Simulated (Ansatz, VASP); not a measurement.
# One calculation of LiH, two programs

The input INCAR:

```
PREC = Accurate
ENCUT = 520
EDIFF = 1E-7
ISMEAR = 0
SIGMA = 0.01
LREAL = False
LASPH = True
NELM = 100
ALGO = Normal
ISIF = 2
LWAVE = False
LCHARG = False
GGA = PE
NBANDS = 12
```

KPOINTS

```
regular mesh
0
Gamma
  16 12 8
```

The input POSCAR:

```
LiH
1.0
    2.5621401484      0.0000000000     -1.0040944518
    0.0000000000      2.8081658323      0.0000000000
   -1.7794151088      0.0000000000      6.0809401398
Li H
2 2
Direct
    0.0000000000      0.0000000000      0.0000000000
    0.0000000000      0.5000000000      0.5000000000
    0.8832693904      0.0000000000      0.2621426828
    0.1167306096      0.0000000000      0.7378573172
```

Input for Ansatz:

```yaml
crystal:
  lattice:
    - [2.5621401484, 0.0, -1.0040944518]
    - [0.0, 2.8081658323, 0.0]
    - [-1.7794151088, 0.0, 6.0809401398]
  atoms:
    - { symbol: Li, position: [0.0, 0.0, 0.0] }
    - { symbol: Li, position: [0.0, 0.5, 0.5] }
    - { symbol: H, position: [0.8832693904, 0.0, 0.2621426828] }
    - { symbol: H, position: [0.1167306096, 0.0, 0.7378573172] }
basis:
  ecutwfc: 420
kpoints:
  mp_grid: { grid: [16, 12, 8] }
  band_path:
    path:
      - [0.0, 0.0, 0.0]
      - [0.0, 0.5, 0.0]
      - [0.0, 0.5, 0.5]
      - [0.0, 0.0, 0.5]
      - [0.0, 0.0, 0.0]
      - [-0.5, 0.0, 1.0]
      - [-0.5, 0.5, 1.0]
      - [0.0, 0.5, 0.0]
      - [-0.5, 0.5, 0.5]
      - [-0.5, 0.0, 0.5]
      - [0.0, 0.0, 0.0]
    npoints: 14
hamiltonian:
  xc: pbe
scf:
  occupations: { method: gaussian, width: 0.01 }
  n_extra_bands: 10
output:
  forces: true
  stress: true
  eigenvalues: true
  populations: true
  dos: { projected: true, de: 0.02, nscf_kmesh: { grid: [20, 15, 10] } }
  bader: true
  write_density: true
  write_potential: true
  elf: true
  volumetric_format: npy
```

The cell was built by a generator and needn't be a form met in nature.

Alike in both runs: task single point; functional PBE; k mesh 16 × 12 × 8; occupations gaussian, width 0.01 eV; no spin polarisation.

```csv
,VASP,Ansatz
version,VASP 6.6.1,Ansatz 0.2.0
potentials or method,"VASP PAW PBE potentials, release 64 (Li_sv, H)","scalar-relativistic, plane waves, PAW"
plane-wave cutoff (eV),520,420
valence electrons in the cell,8,8
```

|  | VASP | Ansatz | Ansatz less VASP |
| --- | --- | --- | --- |
| gap on the k mesh at the Fermi level (eV) | 0.26 | 0.26 | -0.002 |
| least direct gap on the mesh (eV) | 1.70 | 1.70 | -0.001 |
